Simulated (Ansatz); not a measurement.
# From barrier to diffusion: H in Pd

Theory: DFT r2SCAN, scalar-relativistic, plane waves, PAW in Ansatz 0.2.0. (500 eV cutoff, 4×4×4 k-mesh, shifted by half a step, Gaussian smearing of 0.10 eV, no spin polarisation)

Host crystal, relaxed:

```
Pd
1.0
     0.00000    1.95374    1.95374
     1.95374    0.00000    1.95374
     1.95374    1.95374    0.00000
Pd
1
Direct
  0.00000 0.00000 0.00000
```

In a supercell of 16 host sites, interstitial H hops to an equivalent place, moving 2.75 Å. Climbing-image nudged elastic band at fixed cell; the order of the saddle wasn't checked, and the small cell leaves errors of about a tenth of an eV. Zero-point motion and tunnelling, which matter for H, are left out.

```csv
image,path (Å),E − E(0) (eV)
0,0.00,0.000
1,0.57,0.059
2,1.13,0.124
3,1.70,0.017
4,2.27,0.132
5,2.77,0.047
6,3.28,0.000
```

**Question.** What are the barriers forward and back, and what attempt frequency does the shape suggest?

**Answer.** Forward 0.13 eV, back 0.13 eV, the ends being level. For a sinusoidal profile E_b sin²(πx/l), with the H atom alone moving, ν = (1/l)√(E_b/2m) = 9.2×10¹² s⁻¹, within an order of magnitude of the customary 10¹³ s⁻¹; a true prefactor needs the vibrations at the minimum and at the saddle.

**Question.** With ν = 10¹³ s⁻¹, give the forward jump rate along this one path, the wait 1/k for that jump, the diffusivity D ≈ l²k and the distance √(Dt) covered in an hour at 300, 600 and 1000 K, taking the host as solid throughout.

**Answer.** k = ν exp(−E_b/k_BT):
| T (K) | k (1/s) | wait (s) | D (cm²/s) | √(Dt) in 1 h (nm) |
| --- | --- | --- | --- | --- |
| 300 | 6.0×10¹⁰ | 1.7×10⁻¹¹ | 4.5×10⁻⁵ | 4.0×10⁶ |
| 600 | 7.7×10¹¹ | 1.3×10⁻¹² | 5.8×10⁻⁴ | 1.5×10⁷ |
| 1000 | 2.2×10¹² | 4.6×10⁻¹³ | 1.6×10⁻³ | 2.4×10⁷ |

D = l²k holds for six equivalent jumps in three dimensions (z l²k/6) and is a scale otherwise. Long-range transport needs a connected net of such jumps, and traps slow it. D is that of an interstitial already there. An error of 0.1 eV in the barrier changes k by a factor of 48 at 300 K and 3.2 at 1000 K.

Cost: 1 run of about 2.4 core-hours, on Intel Xeon 6975P-C (Granite Rapids) (shared hosts).